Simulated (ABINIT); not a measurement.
Runs of ABINIT 10.8.3 (patched build) on ZrS2. It takes space group P-3m1 (No. 164, trigonal). The conventional cell has a = 3.691 Å, b = 3.691 Å, c = 6.041 Å, α = 90.00°, β = 90.00°, γ = 120.00°. Around Zr (site symmetry -3m) lie 6 S at 2.57 Å. S (site symmetry 3m) is surrounded by 3 Zr at 2.57 Å. The cell is a database's computed one.

```tsv
task	level	potentials or basis	U	k mesh	cutoff (eV)	smearing	double counting (usepawu)	k mesh for the DOS	fine-grid cutoff	most SCF steps	gap on the mesh (eV)	pressure (GPa)	largest force (eV/Å)
projected density of states	PBEsol+U	JTH PAW PBE v2.0	Zr d U = 2 eV	8 × 8 × 5	544	fermi-dirac 0.05 eV	1	11 × 11 × 7	1088.46 eV	-	1.13	-1.4	0.04
single point	HSE06	SPMS NC PBE v1.0	-	6 × 6 × 4	490	fixed	-	-	-	60	1.88	-0.4	0.09
projected density of states	PBEsol+U	JTH PAW PBE v2.0	Zr d U = 0 eV	8 × 8 × 5	544	fermi-dirac 0.05 eV	1	11 × 11 × 7	1088.46 eV	-	0.98	-2.6	0.16
single point	PBE	SPMS NC PBE v1.0	-	6 × 6 × 4	490	fixed	-	-	-	-	1.06	0.6	0.08
projected density of states	PBEsol+U	JTH PAW PBE v2.0	Zr d U = 4 eV	8 × 8 × 5	544	fermi-dirac 0.05 eV	1	11 × 11 × 7	1088.46 eV	-	1.29	-0.3	0.08
projected density of states	PBEsol+U	JTH PAW PBE v2.0	Zr d U = 8 eV	8 × 8 × 5	544	fermi-dirac 0.05 eV	1	11 × 11 × 7	1088.46 eV	-	1.60	2.1	0.33
projected density of states	PBEsol+U	JTH PAW PBE v2.0	Zr d U = 6 eV	8 × 8 × 5	544	fermi-dirac 0.05 eV	1	11 × 11 × 7	1088.46 eV	-	(b)	(a)	(c)
```

Alike in all rows: no spin polarisation; cell as given.

Question: Fill in the values left out.

Answer: (a) 0.9; (b) 1.44; (c) 0.20.

Caveats: this functional lacks dispersion, which binds the layers, so the pressure and a relaxed spacing across them are unreliable; the PAW data sets were made with another functional, which shifts forces and pressure a little (some runs); an odd mesh through Γ misses points on the zone boundary, where band edges often lie (some runs); Libxc's HSE differs a little from that of other programs (some runs); the potentials were made for another functional, which shifts forces and pressure (some runs).

A k mesh can miss the band edges, and the runs leave out spin-orbit coupling on Zr.
